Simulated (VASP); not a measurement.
Here is a VASP 6.6.1 calculation.

File run.py:

```python
from ase.calculators.vasp import Vasp
from ase.dft.bandgap import bandgap
from ase.io import read

atoms = read('CuCl2.xyz')
calc = Vasp(
    directory='calc',
    xc='lda',
    pp='LDA',
    setups='minimal',
    prec='Accurate',
    encut=500,
    ediff=1e-06,
    ismear=0,
    sigma=0.1,
    lreal=False,
    lasph=True,
    nelm=80,
    algo='Normal',
    isif=2,
    lwave=False,
    lcharg=True,
    lelf=True,
    lvhar=True,
    kpts=[8, 8, 8],
    gamma=True,
)
atoms.calc = calc

print('energy (eV):', atoms.get_potential_energy())
print('free energy (eV):', atoms.get_potential_energy(force_consistent=True))
print('forces (eV/A):')
print(atoms.get_forces())
print('stress (eV/A^3, Voigt):', atoms.get_stress())
print('Fermi level (eV):', calc.get_fermi_level())
gap, top, bottom = bandgap(calc)
print('band gap (eV):', gap, 'from (spin, k, band)', top, 'to', bottom)
```

Contents of CuCl2.xyz:

```xyz
3
Lattice="-2.2548590000 2.2548590000 6.8599030000 2.2548590000 -2.2548590000 6.8599030000 2.2548590000 2.2548590000 -6.8599030000" Properties=species:S:1:pos:R:3 pbc="T T T"
Cu     0.0000000000      0.0000000000      0.0000000000
Cl     2.2548590000      0.0000000000      0.0000000000
Cl     0.0000000000      2.2548590000      0.0000000000
```

Potentials or basis: VASP PAW LDA potentials, release 64 (Cu, Cl).

Launch:

```sh
$ python run.py
```

Q: Estimate the band gap on the k mesh.

A: None (metal or under the smearing width).

Q: Estimate the pressure.

A: -1.9 GPa.

Stress tensor (GPa, compression positive):
```
-2.80  0.00  0.00
 0.00 -2.80  0.00
 0.00  0.00 -0.06
```

Caveat: an odd number of electrons without spin polarisation forces a metal; a magnetic or distorted state may lie lower; the run has no spin polarisation, though such a crystal can be magnetic; semilocal functionals often make such compounds metallic where correlation or magnetic order opens a gap, which also shifts bond lengths. With open d or f shells a metallic result of LDA can be an artefact of self-interaction; +U or a hybrid may open a gap.
